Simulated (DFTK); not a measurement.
The system is InP.

```
CELL_PARAMETERS angstrom
0.00000 2.93050 2.93050
2.93050 0.00000 2.93050
2.93050 2.93050 0.00000
ATOMIC_POSITIONS crystal
In 0.00000 0.00000 0.00000
P 0.75000 0.75000 0.75000
```

Base run:

- Program: DFTK 0.8.2
- Functional: r2SCAN
- Potentials or basis: cp2k.nc.sr.pbe.v0_1.semicore.gth (PBE, GTH)
- Cutoff: 1524 eV
- k mesh: 5 × 5 × 5
- Occupations: fermi-dirac, width 0.05 eV
- Spin: no spin polarisation

Its results: band gap on the k mesh 0.78 eV, direct.

Q: The run is repeated on the same cell with these changes: functional from r2SCAN to PBE0; cutoff from 1524 eV to 1170 eV; k mesh from 5 × 5 × 5 to 2 × 2 × 2. What comes out?

A: Band gap on the k mesh 2.49 eV, direct.

Several settings changed at once, so the effect can't be laid on one alone.

Caveats: some runs use coarse meshes; spin-orbit coupling is left out, which moves the levels of the heavy elements; the program warned that the kinetic-energy density falls under its von Weizsäcker bound, which can give unphysical results (some runs).

Not every run made on this cell is shown here.
